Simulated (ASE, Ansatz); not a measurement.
# Convergence of a linear-scaling basis for twisted h-ZnO/Janus MoSSe double bilayer, 38.21° (70 atoms)

Aim: test how closely localised support functions follow the reference on twisted h-ZnO/Janus MoSSe double bilayer, 38.21° (70 atoms), and at what cost. A setting counts as converged where the r.m.s. difference of forces stays under 1 % of the r.m.s. force.

Program: Ansatz 0.2.0. Level of theory: Kohn-Sham DFT, PBE+D4, PAW (set soft_2, large core), plane waves. Values are calculated unless marked as measured.

### 1. Starting point

The cell holds 70 atoms: 14 Zn, 14 O, 14 Mo, 14 S and 14 Se. Its edges and angles: a = 8.612 Å, b = 8.612 Å, c = 28.730 Å, α = 90.0°, β = 90.0°, γ = 120.0°. It derives from ZnO and MoSeS. H-ZnO (a = 3.29 Å) under Janus MoSSe (a = 3.22 Å), double bilayer, commensurate cell of 7 unit cells a layer, twist 38.21 deg, both strained to the mean lattice constant; facing planes 3.44, 3.47, 3.36 Å apart; 12 Å of vacuum; layers as built, displaced by a Gaussian of 0.01 Å. Regions: layer 1, 14 atoms (7 Zn and 7 O); layer 2, 14 atoms (7 Zn and 7 O); layer 3, 21 atoms (7 Mo, 7 S and 7 Se); layer 4, 21 atoms (7 Mo, 7 S and 7 Se). Vacuum lies along c.

What the set-up can't give: Beside vacuum, support functions can miss their usual error bounds without a warning. Sampling is at Γ alone, for a cell whose shortest periodic width is 7 Å.

### 2. Plane-wave single point

This run is the reference for what follows, at a cutoff of 420 eV.

Contents of input.yaml:

```yaml
crystal:
  lattice:
    - [8.6119, 0.0, 0.0]
    - [-4.30595, 7.45812, 0.0]
    - [0.0, 0.0, 28.73]
  atoms:
    - { symbol: Zn, position: [0.19026, 0.23847, 0.20933] }
    - { symbol: O, position: [0.23884, 0.0442, 0.20914] }
    - { symbol: Zn, position: [0.3319, 0.66525, 0.20936] }
    - { symbol: O, position: [0.37952, 0.47612, 0.20858] }
    - { symbol: Zn, position: [0.4754, 0.09629, 0.20909] }
    - { symbol: O, position: [0.52215, 0.90466, 0.20941] }
    - { symbol: Zn, position: [0.61976, 0.52413, 0.20928] }
    - { symbol: O, position: [0.66701, 0.33376, 0.20893] }
    - { symbol: Zn, position: [0.7613, 0.95194, 0.20897] }
    - { symbol: O, position: [0.80921, 0.76201, 0.20884] }
    - { symbol: Zn, position: [0.90549, 0.3813, 0.2083] }
    - { symbol: O, position: [0.95221, 0.19307, 0.20918] }
    - { symbol: Zn, position: [0.04641, 0.80929, 0.20922] }
    - { symbol: O, position: [0.09341, 0.61919, 0.20885] }
    - { symbol: Zn, position: [0.38003, 0.47568, 0.32862] }
    - { symbol: O, position: [0.42859, 0.28646, 0.32856] }
    - { symbol: Zn, position: [0.52365, 0.90392, 0.32836] }
    - { symbol: O, position: [0.5735, 0.71769, 0.32821] }
    - { symbol: Zn, position: [0.6681, 0.33414, 0.32804] }
    - { symbol: O, position: [0.71632, 0.14464, 0.32846] }
    - { symbol: Zn, position: [0.81103, 0.76119, 0.32831] }
    - { symbol: O, position: [0.85786, 0.57111, 0.3282] }
    - { symbol: Zn, position: [0.95196, 0.1895, 0.32853] }
    - { symbol: O, position: [0.99881, 0.99991, 0.3284] }
    - { symbol: Zn, position: [0.09552, 0.61999, 0.3286] }
    - { symbol: O, position: [0.14454, 0.42835, 0.32892] }
    - { symbol: Zn, position: [0.23737, 0.04737, 0.32831] }
    - { symbol: O, position: [0.2876, 0.85863, 0.32867] }
    - { symbol: Mo, position: [0.34825, 0.77651, 0.50871] }
    - { symbol: S, position: [0.39739, 0.01416, 0.56186] }
    - { symbol: Se, position: [0.39556, 0.01289, 0.44979] }
    - { symbol: Mo, position: [0.20767, 0.06338, 0.50831] }
    - { symbol: S, position: [0.25553, 0.29878, 0.56155] }
    - { symbol: Se, position: [0.25437, 0.29923, 0.44947] }
    - { symbol: Mo, position: [0.92078, 0.63342, 0.5084] }
    - { symbol: S, position: [0.96888, 0.87362, 0.56215] }
    - { symbol: Se, position: [0.97057, 0.87502, 0.44924] }
    - { symbol: Mo, position: [0.06719, 0.34839, 0.50895] }
    - { symbol: S, position: [0.11307, 0.58409, 0.56089] }
    - { symbol: Se, position: [0.1104, 0.5846, 0.44953] }
    - { symbol: Mo, position: [0.77901, 0.91717, 0.50884] }
    - { symbol: S, position: [0.8285, 0.15855, 0.56174] }
    - { symbol: Se, position: [0.82669, 0.15663, 0.44953] }
    - { symbol: Mo, position: [0.49271, 0.49086, 0.50809] }
    - { symbol: S, position: [0.5395, 0.7281, 0.56133] }
    - { symbol: Se, position: [0.54065, 0.72896, 0.44895] }
    - { symbol: Mo, position: [0.63515, 0.20322, 0.50802] }
    - { symbol: S, position: [0.68468, 0.44451, 0.56219] }
    - { symbol: Se, position: [0.68427, 0.44225, 0.44906] }
    - { symbol: Mo, position: [0.1106, 0.5834, 0.73807] }
    - { symbol: S, position: [0.15899, 0.82111, 0.79095] }
    - { symbol: Se, position: [0.15878, 0.82406, 0.67948] }
    - { symbol: Mo, position: [0.96933, 0.87103, 0.7389] }
    - { symbol: S, position: [0.01701, 0.10984, 0.79126] }
    - { symbol: Se, position: [0.01792, 0.10936, 0.67866] }
    - { symbol: Mo, position: [0.68463, 0.44349, 0.73791] }
    - { symbol: S, position: [0.7324, 0.68201, 0.79137] }
    - { symbol: Se, position: [0.73151, 0.67996, 0.67925] }
    - { symbol: Mo, position: [0.82778, 0.15791, 0.73851] }
    - { symbol: S, position: [0.87254, 0.39432, 0.791] }
    - { symbol: Se, position: [0.87366, 0.39306, 0.67844] }
    - { symbol: Mo, position: [0.54216, 0.73103, 0.73773] }
    - { symbol: S, position: [0.58804, 0.96677, 0.79084] }
    - { symbol: Se, position: [0.58798, 0.96553, 0.67882] }
    - { symbol: Mo, position: [0.2559, 0.29997, 0.73744] }
    - { symbol: S, position: [0.30476, 0.53677, 0.79117] }
    - { symbol: Se, position: [0.30272, 0.53864, 0.67876] }
    - { symbol: Mo, position: [0.3983, 0.01654, 0.73733] }
    - { symbol: S, position: [0.44606, 0.25264, 0.79096] }
    - { symbol: Se, position: [0.44557, 0.25289, 0.679] }
kpoints:
  mp_grid: { grid: [1, 1, 1] }
hamiltonian:
  xc: pbe
  dispersion: d4
  pseudopotentials: { kind: paw, core: large }
scf:
  occupations: { method: fermi_dirac, width: 0.05 }
output:
  forces: true
  populations: true
  dos:
    method: { smearing: { sigma: 0.15 } }
    de: 0.1
    projected:
      site_lists:
        Mo: [Mo]
        O: [O]
        S: [S]
        Se: [Se]
        Zn: [Zn]
        layer_1: [0, 1, 2, 3, 4, 5, 6, 7, 8, 9, 10, 11, 12, 13]
        layer_2: [14, 15, 16, 17, 18, 19, 20, 21, 22, 23, 24, 25, 26, 27]
        layer_3: [28, 29, 30, 31, 32, 33, 34, 35, 36, 37, 38, 39, 40, 41, 42, 43, 44, 45, 46, 47, 48]
        layer_4: [49, 50, 51, 52, 53, 54, 55, 56, 57, 58, 59, 60, 61, 62, 63, 64, 65, 66, 67, 68, 69]
  eigenvalues: true
  write_density: true
  write_potential: true
  volumetric_format: npy
  elf: true
```

Command:

```sh
ansatz run input.yaml --threads 4 --pin off --max-ram 8192MiB --backend cpu --events-out ev --progress --plain --runs-dir out
```

Output:

```text
Engine: ansatz 0.2.0, aarch64-unknown-linux-gnu
Pseudopotentials: kind: paw
Pseudopotential: Zn, paw, valence charge 12, recommended cutoff 420 eV (normal), Zn.paw.azcp
Pseudopotential: O, paw, valence charge 6, recommended cutoff 420 eV (normal), O.paw.azcp
Pseudopotential: Mo, paw, valence charge 14, recommended cutoff 420 eV (normal), Mo.paw.azcp
Pseudopotential: S, paw, valence charge 6, recommended cutoff 420 eV (normal), S.paw.azcp
Pseudopotential: Se, paw, valence charge 6, recommended cutoff 420 eV (normal), Se.paw.azcp#standard-large-core
[... 5 lines on functional and potentials left out ...]
Crystal: 70 atoms, lattice volume = 1845.287 Å³
Basis set: ecut = 420 eV, 36007 PW (Γ), exchange–correlation on 120×120×400 points (8 copies of the dense FFT grid, shifted against one another)
Bands: 378, of which v1, the nominal top of the filled ones, is band 308 counted from 1 (307 counted from 0)
Symmetry: 1 space group operations
Space group: P1 (ITA 1), of the structure as read, at distance tolerance 1.2e-4 Å
k-points: 1
[... 11 lines on functional and potentials left out ...]
Initial wavefunctions: pseudopotential atomic-orbital guess
Functional: x = pbe(κ = 0.804, μ = 0.219515), c = pbe(β = 0.066725)
SCF iter   1: F=—  HF=-172619.923575 eV  |F-HF|=—  |Δ(HF+E_count)|=         —  Δρ=8.78e-2  dr2=1.91e2  ethr=3.10e-3  ⟨swp⟩=7.0  Hψ=1665  notcnv=0  defer=8
preconditioner: auto → LDOS  [insulator: Δε(μ)=0.218 eV  Ē_g=9.350 eV  σ=0.050 eV  W_gap=0.80  n_scr=362 (ndim 8)  ℏωp=19.4 eV  f_vac=0.304  D(μ)=7.30/eV (n_scr^D=12)  ε∞_Penn≈5.3  β→1.0]
SCF iter   2: F=—  HF=-172712.686880 eV  |F-HF|=—  |Δ(HF+E_count)|=    9.28e1  Δρ=2.09e-1  dr2=2.63e3  ethr=3.10e-3  ⟨swp⟩=7.0  Hψ=1149  notcnv=0  defer=53  recentre
SCF iter   3: F=—  HF=-172580.915466 eV  |F-HF|=—  |Δ(HF+E_count)|=    1.32e2  Δρ=3.57e-2  dr2=6.18e1  ethr=3.10e-3  ⟨swp⟩=4.0  Hψ=1084  notcnv=0  defer=32
SCF iter   4: F=—  HF=-172576.135662 eV  |F-HF|=—  |Δ(HF+E_count)|=    4.78e0  Δρ=1.73e-2  dr2=4.27e1  ethr=3.10e-3  ⟨swp⟩=3.0  Hψ=643  notcnv=0  defer=62
SCF iter   5: F=—  HF=-172575.181607 eV  |F-HF|=—  |Δ(HF+E_count)|=   9.54e-1  Δρ=1.33e-2  dr2=1.31e1  ethr=3.10e-3  ⟨swp⟩=3.0  Hψ=504  notcnv=0  defer=48
SCF iter   6: F=—  HF=-172573.617987 eV  |F-HF|=—  |Δ(HF+E_count)|=    1.56e0  Δρ=6.81e-3  dr2=4.02e0  ethr=2.12e-3  ⟨swp⟩=3.0  Hψ=487  notcnv=0  defer=56
SCF iter   7: F=—  HF=-172573.266331 eV  |F-HF|=—  |Δ(HF+E_count)|=   3.52e-1  Δρ=3.71e-3  dr2=2.80e0  ethr=6.53e-4  ⟨swp⟩=4.0  Hψ=510  notcnv=0  defer=56
SCF iter   8: F=—  HF=-172573.095334 eV  |F-HF|=—  |Δ(HF+E_count)|=   1.71e-1  Δρ=2.52e-3  dr2=7.41e-1  ethr=4.54e-4  ⟨swp⟩=3.0  Hψ=524  notcnv=0  defer=50
SCF iter   9: F=—  HF=-172573.029599 eV  |F-HF|=—  |Δ(HF+E_count)|=   6.57e-2  Δρ=1.36e-3  dr2=3.28e-1  ethr=1.20e-4  ⟨swp⟩=3.0  Hψ=511  notcnv=0  defer=50
SCF iter  10: F=—  HF=-172572.992581 eV  |F-HF|=—  |Δ(HF+E_count)|=   3.70e-2  Δρ=1.24e-3  dr2=1.51e-1  ethr=5.32e-5  ⟨swp⟩=3.0  Hψ=487  notcnv=0  defer=50
[...]
SCF iter  16: F=—  HF=-172572.959193 eV  |F-HF|=—  |Δ(HF+E_count)|=   1.21e-4  Δρ=1.01e-4  dr2=3.44e-4  ethr=2.47e-7  ⟨swp⟩=2.0  Hψ=497  notcnv=0  defer=40
SCF iter  17: F=—  HF=-172572.959211 eV  |F-HF|=—  |Δ(HF+E_count)|=   1.80e-5  Δρ=6.29e-5  dr2=2.32e-4  ethr=5.58e-8  ⟨swp⟩=3.0  Hψ=540  notcnv=0  defer=40
SCF iter  18: F=—  HF=-172572.959204 eV  |F-HF|=—  |Δ(HF+E_count)|=   6.65e-6  Δρ=3.92e-5  dr2=2.29e-5  ethr=3.77e-8  ⟨swp⟩=2.0  Hψ=499  notcnv=0  defer=40
SCF iter  19: F=—  HF=-172572.956737 eV  |F-HF|=—  |Δ(HF+E_count)|=   2.47e-3  Δρ=2.96e-5  dr2=4.14e-5  ethr=3.71e-9  ⟨swp⟩=3.0  Hψ=593  notcnv=0  defer=40
SCF iter  20: F=—  HF=-172572.956735 eV  |F-HF|=—  |Δ(HF+E_count)|=   2.31e-6  Δρ=1.92e-5  dr2=1.14e-5  ethr=3.71e-9  ⟨swp⟩=2.0  Hψ=489  notcnv=0  defer=40
SCF iter  21: F=—  HF=-172572.956735 eV  |F-HF|=—  |Δ(HF+E_count)|=   1.25e-7  Δρ=1.12e-5  dr2=4.95e-6  ethr=1.84e-9  ⟨swp⟩=3.0  Hψ=514  notcnv=0  defer=40
SCF iter  22: F=—  HF=-172572.956734 eV  |F-HF|=—  |Δ(HF+E_count)|=   2.06e-7  Δρ=5.87e-6  dr2=7.41e-7  ethr=8.04e-10  ⟨swp⟩=2.0  Hψ=492  notcnv=0  defer=40
SCF iter  23: F=—  HF=-172572.956735 eV  |F-HF|=—  |Δ(HF+E_count)|=   1.97e-7  Δρ=3.86e-6  dr2=5.41e-7  ethr=1.20e-10  ⟨swp⟩=3.0  Hψ=663  notcnv=0  defer=40
SCF iter  24: F=—  HF=-172572.956735 eV  |F-HF|=—  |Δ(HF+E_count)|=   2.96e-8  Δρ=2.67e-6  dr2=1.88e-7  ethr=8.79e-11  ⟨swp⟩=2.0  Hψ=458  notcnv=0  defer=40
SCF iter  25: F=-172572.956735 eV  HF=-172572.956735 eV  |F-HF|=9.37e-9  |Δ(HF+E_count)|=   6.60e-8  Δρ=1.38e-6  dr2=4.52e-8  ethr=1.62e-11  ⟨swp⟩=23.0  Hψ=3452  notcnv=0
SCF 1 converged in 25 iterations: F = -172572.956735 eV  dr2 = 4.52e-8
  greatest PAW one-centre occupation: 0.998 electrons in one spin orbital (limit 2), on the Mo atom at site 37 (counted from 0), in its partial waves of l = 0
WARN: The output density's exchange-correlation potential varies sharply where the density is thin. Do not read a vacuum level from v_tot or v_xc, or from such a field of the output density. On a cell that repeats whose density bears no net charge and no dipole along the vacuum's axis use v_es (v_loc + v_h of the components); [...]
SCF converged after 25 iterations
Free energy (F): -172572.956735 eV
Harris-Foulkes:  -172572.956735 eV  (|F-HF|=9.37e-9)
Internal energy: -172572.956680 eV  (E = F + TS)
E sigma→0 (E₀):  -172572.956707 eV
Entropy (-TS):   -0.000055 eV (-0.001 meV/atom)
Fermi energy:    4.455159 eV
--- Per-component energies (eV) ---
  E_band       = -5086.313999
  E_kinetic    = 13350.497575
  E_local      = -304682.118309  (includes V_loc(G=0)·N_el)
  E_nonlocal   = 12473.676173
  E_hartree    = 144844.517398
  E_xc         = -9530.523931
  E_vxc        = -7596.811223  (∫ρ·V_xc dr)
  E_paw        = -111927.117816  (= ΣΔE_a)
  E_vpaw       = -8320.670891  (= ΣTr[D̂ρ^β])
  E_aug_tail   = 0.030345  (compensation charges beyond the density's cutoff)
  E_ewald      = 82919.434985
  E_disp       = -21.353100  (pairwise vdW)
  E_smearing   = -0.000055  (= −TS)
  E_closure    = -0.000000  (closes the sum)
  Σ components = -172572.956735   (vs F -172572.956735, Δ=0.00e0)
--- Forces (eV/Å), atoms counted from 1 ---
  atom   1  Zn     0.14433319    -0.32959225     0.07956410
  atom   2  O     -0.62009246     0.46251760     0.10443226
  atom   3  Zn    -0.13996945     0.19829186     0.07551357
  atom   4  O      0.30250430    -0.04605225     0.10041282
  atom   5  Zn     0.32491792     0.00758203     0.09947243
  atom   6  O      0.15568310    -0.01982610     0.08758868
  atom   7  Zn    -0.16840055    -0.07219398     0.07043475
  atom   8  O     -0.03433369    -0.00604026     0.08570915
  atom   9  Zn    -0.13216099     0.15547480     0.11707013
  atom  10  O     -0.08115954     0.03693277     0.09329931
  atom  11  Zn    -0.22253211     0.12187724     0.13078348
  atom  12  O      0.26537286    -0.47664069     0.07595859
  atom  13  Zn     0.02337641    -0.05418647     0.07700587
  atom  14  O      0.18620562     0.02281891     0.09256065
[...]
atom  69  S     -0.04263076     0.03486481    -0.17696265
  atom  70  Se     0.07997701     0.11962073    -0.31471932
  max |Σ_I F_I| component: 5.07e-4 eV/Å
--- Band table (eV) ---
  k-point 0: bands = ["-57.5925", "-57.5739", "-57.5715", "-57.5690", [... 362 levels ...], "8.5046", "8.5293", "8.5441", "8.5529", "8.5839", "8.6101", "8.6398", "9.1023", "9.1697", "9.2313", "9.2553", "9.2886"]
--- Löwdin populations: 70 sites ---
  site symbol       q [e]
     0     Zn     10.5423
     1      O      7.2790
     2     Zn     10.5369
[...]
69     Se      6.0514
  spilling = 0.008412 (of n_electrons = 616.000000)
```

Elapsed: 48 s, on 4 threads of Arm Neoverse V2, shared host; peak memory 2.4 GiB.

The program notes that potentials were chosen by core size and the exchange-correlation potential is rough where the density is thin.

The run gave:

```
free energy                                      : -172572.9567 eV
free energy per atom                             : -2465.3280 eV/atom
SCF cycles                                       : 25
r.m.s. force component                           : 0.1915 eV/Å
longest force                                    : 0.7806 eV/Å
Fermi energy                                     : 4.455 eV
gap (highest filled to lowest empty level) : 1.095 eV
spilling of the projection                       : 0.008412
```

The r.m.s. force component of 0.19 eV/Å sets the scale for the differences below.

### 3. Support functions low

With localised support functions most steps grow linearly with size, though the diagonalisation grows faster unless the density matrix is cut; this run measures error and cost at this size.

This step: Kohn-Sham DFT, PBE+D4, PAW (set soft_2, large core), localised support functions (low) (Ansatz 0.2.0).

input.yaml, the sections that differ from step 2:

```yaml
scf:
  occupations: { method: fermi_dirac, width: 0.05 }
  eigensolver: { kind: { support_functions: { accuracy: low } } }
  mixing: { beta: 0.2 }
  max_iter: 150
output:
  forces: true
  eigenvalues: true
# crystal, kpoints, hamiltonian: as in step 2
```

Output:

```text
Warning: scf.eigensolver.kind.support_functions: disabling space-group detection — the functions' gradient is summed over unrotated k-points, so no spatial operation reduces the k-mesh or symmetrises the density; time reversal is kept, so that k and −k are solved as one point where they differ and the mesh holds both, and exact exchange and, on two spinor components, a DFT+U term hold to it where the run has them: [...]
settings of this run that can trade accuracy for cost: scf.eigensolver.kind.support_functions; scf.eigensolver.kind.support_functions.accuracy: low [...]
[...]
Crystal: 70 atoms, lattice volume = 1845.287 Å³
Basis set: ecut = 420 eV, 36007 PW (Γ), exchange–correlation on 120×120×432 points (8 copies of the dense FFT grid, shifted against one another)
Bands: 370, of which v1, the nominal top of the filled ones, is band 308 counted from 1 (307 counted from 0)
Symmetry: 1 space group operations
k-points: 1
[...]
SCF iter   1: F=—  HF=-172577.759855 eV  |F-HF|=—  |Δ(HF+E_count)|=         —  Δρ=9.56e-2  dr2=2.18e2  ethr=1.00e-1
[...]
SCF iter  24: F=—  HF=-172573.139522 eV  |F-HF|=—  |Δ(HF+E_count)|=   6.12e-4  Δρ=4.26e-5  dr2=4.04e-5  ethr=4.77e-9  κ⁻¹=2.0e-4(r=7)
SCF iter  25: F=-172573.140330 eV  HF=-172573.139941 eV  |F-HF|=3.89e-4  |Δ(HF+E_count)|=   4.19e-4  Δρ=2.58e-5  dr2=1.07e-5  ethr=4.77e-9
SCF 1 converged in 25 iterations: F = -172573.149665 eV  dr2 = 1.07e-5
[...]
SCF converged after 25 iterations
Stability not checked: this state was not tested for a lower state beside it, because the mixer in use, unlike msr1, does not test its closes by its own steps (another_mixer; see scf.mixing.algorithm and scf.lower_state_search)
Free energy (F): -172573.149665 eV
[...]
Internal energy: -172573.149611 eV  (E = F + TS)
E sigma→0 (E₀):  -172573.149638 eV
Entropy (-TS):   -0.000055 eV (-0.001 meV/atom)
Fermi energy:    4.455430 eV
[...]
Σ components = -172573.149665   (vs F -172573.149665, Δ=0.00e0)
--- Forces (eV/Å), atoms counted from 1 ---
  atom   1  Zn     0.14456049    -0.32921466     0.07942426
  atom   2  O     -0.61997465     0.46186579     0.10508037
  atom   3  Zn    -0.13975014     0.19864795     0.07512025
  atom   4  O      0.30217999    -0.04651034     0.10104292
[...]
atom  70  Se     0.08030485     0.11956359    -0.31248765
  max |Σ_I F_I| component: 1.31e-2 eV/Å
--- Band table (eV) ---
[...]
```

Elapsed: 4.7 min, on 4 threads; peak memory 5.1 GiB; 18 min of CPU time.

The program notes that the band table was not solved further than the SCF left it and it switched symmetry off. Further notices: vacuum switching off with vacuum.

Keys that differ from the reference: support_functions.accuracy = "low", scf.max_iter = 150 and scf.mixing.beta = 0.2.

Forces differ from the reference by 0.63 meV/Å r.m.s., 0.33 % of their size, within a tolerance of 1 %; the energy by -2.8 meV/atom. It took roughly 5.8 times the reference's time (one timing each, with unlike analyses asked), in 25 cycles against 25.

(Continued in part 2 of 3.)

[Long decimals in the printed logs are rounded to 6 places.]

[Logs are printed without paths, hosts, clocks, repeated set-up lines and the standing remarks that a program may print on its own settings, such as how far it seeks lower states.]

[Hosts, paths, dates, database ids (printed as entryN), source tags and the programs' standing remarks are cut or masked in the printed files.]
